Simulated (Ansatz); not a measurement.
# BaZrO₃: the change of pressure with volume per atom

All results are calculated (Ansatz 0.2.0). Density functional stress and forces at fixed atoms, pressure and stress positive in compression, spin-unpolarised plane waves.

Cell of the first row (space group Pm-3m, No. 221):
```
CELL_PARAMETERS angstrom
4.03710 0.00000 0.00000
0.00000 4.03710 0.00000
0.00000 0.00000 4.03710
ATOMIC_POSITIONS crystal
Ba 0.00000 0.00000 0.00000
Zr 0.50000 0.50000 0.50000
O 0.50000 0.50000 0.00000
O 0.50000 0.00000 0.50000
O 0.00000 0.50000 0.50000
```

Settings of every row: periodic directions 3; functional r2SCAN; spin orbit no; potentials PAW; wave cutoff 500 eV; k mesh 6x6x6; smearing width 0 eV.

Limits: no spin-orbit coupling, which can matter with elements this heavy.

```csv
row,volume per atom (Å³),pressure (GPa)
1,13.16,26.05
2,13.575,18.16
3,14,11.25
4,14.433,5.22
5,14.874,?
6,15.325,-4.6
7,15.785,-8.55
8,16.254,-11.95
9,16.732,-14.87
```

Question: what pressure should row 5 give?

Worked fit of pressure. Take u = (V_r/V)^(2/3) − 1 with V_r = 14.879 Å³ an atom, which is twice the finite (Eulerian) strain; such expansions in the strain, on which the Birch-Murnaghan equation of state is built, carry the rest volume and the bulk modulus. The shown rows have u = 0.08529, 0.06306, 0.04143, 0.0205, -0.0195, -0.03864, -0.05722, -0.07527. Least squares give pressure = −0.086 + 244.44 × u + 679.4 × u² + 551 × u³ GPa; a parabola predicts inner rows, each left out in turn, worse (root mean square 0.072 against 0.0068 GPa). The rows lie off it by 0.00, -0.01, 0.00, 0.00, 0.00, 0.00, 0.00, 0.00. The pressure vanishes at u = 0.0004, or V = 14.87 Å³ an atom, and there the bulk modulus with atoms relaxed is B = −V dP/dV = (2/3)(1 + u) dP/du = 163 GPa. The withheld row has u = 0.00022, so the fit gives −0.086 + 244.44 × (0.00022) + 679.4 × (0.00022)² + 551 × (0.00022)³ = -0.03 GPa.

The calculation gave -0.04 GPa. The fit lies 0.01 GPa (25 % of the value, 0.024 % of the column's range) above it, one unit of the last digit.
